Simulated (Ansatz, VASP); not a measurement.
**Si: VASP beside Ansatz**

Contents of POSCAR:

```
Si
1.0
    0.0000000000      2.7221197380      2.7221197380
    2.7221197380      0.0000000000      2.7221197380
    2.7221197380      2.7221197380      0.0000000000
Si
2
Direct
    0.2500000000      0.2500000000      0.2500000000
    0.0000000000      0.0000000000      0.0000000000
```

Contents of INCAR.step1:

```
SYSTEM = Si
ALGO = Normal
EDIFF = 1E-4
ENCUT = 520
GGA = PE
ISMEAR = 0
LASPH = .TRUE.
LCHARG = .FALSE.
LREAL = .FALSE.
LWAVE = .TRUE.
NBANDS = 11
NELM = 80
PREC = Accurate
SIGMA = 0.01
```

File INCAR.step2:

```
SYSTEM = Si
ALGO = Normal
EDIFF = 1E-6
ENCUT = 520
ISIF = 2
ISMEAR = 0
ISTART = 1
LASPH = .TRUE.
LCHARG = .FALSE.
LMIXTAU = .TRUE.
LREAL = .FALSE.
LWAVE = .FALSE.
METAGGA = R2SCAN
NBANDS = 11
NELM = 80
PREC = Accurate
SIGMA = 0.01
```

File KPOINTS:

```
k-points
0
G
  8 8 8
  0 0 0
```

Input for Ansatz:

```yaml
crystal:
  lattice:
    - [0.0, 2.722119738, 2.722119738]
    - [2.722119738, 0.0, 2.722119738]
    - [2.722119738, 2.722119738, 0.0]
  atoms:
    - { symbol: Si, position: [0.25, 0.25, 0.25] }
    - { symbol: Si, position: [0.0, 0.0, 0.0] }
kpoints:
  mp_grid: { grid: [8, 8, 8] }
  band_path:
    path:
      - [0.0, 0.0, 0.0]
      - [0.5, 0.0, 0.5]
      - [0.625, 0.25, 0.625]
      - [0.375, 0.375, 0.75]
      - [0.5, 0.5, 0.5]
      - [0.5, 0.25, 0.75]
      - [0.0, 0.419271, 0.419271]
    npoints: 1
hamiltonian:
  xc: r2scan
scf:
  occupations: { method: fixed }
  n_extra_bands: 4
output:
  forces: true
  stress: true
  eigenvalues: true
```

Alike in both runs: task single point; functional r2SCAN; k mesh 8 × 8 × 8; no spin polarisation.

```csv
,VASP,Ansatz
version,VASP 6.6.1,Ansatz 0.2.0
potentials or method,"VASP PAW PBE potentials, release 64 (Si)","plane waves, PAW"
plane-wave cutoff (eV),520,500
occupations,"gaussian, width 0.01 eV",fixed
valence electrons in the cell,8,8
```

|  | VASP | Ansatz | Ansatz less VASP |
| --- | --- | --- | --- |
| gap on the k mesh at the Fermi level (eV) | 0.83 | 0.81 | -0.015 |
| pressure (GPa) | -0.2 | 0.0 | +0.24 |

Caveats: the PAW data sets were made with another functional, which shifts forces and pressure a little (VASP). A k mesh can miss the band edges. r2SCAN opens gaps a little over a GGA but as a rule still falls short of measured ones.
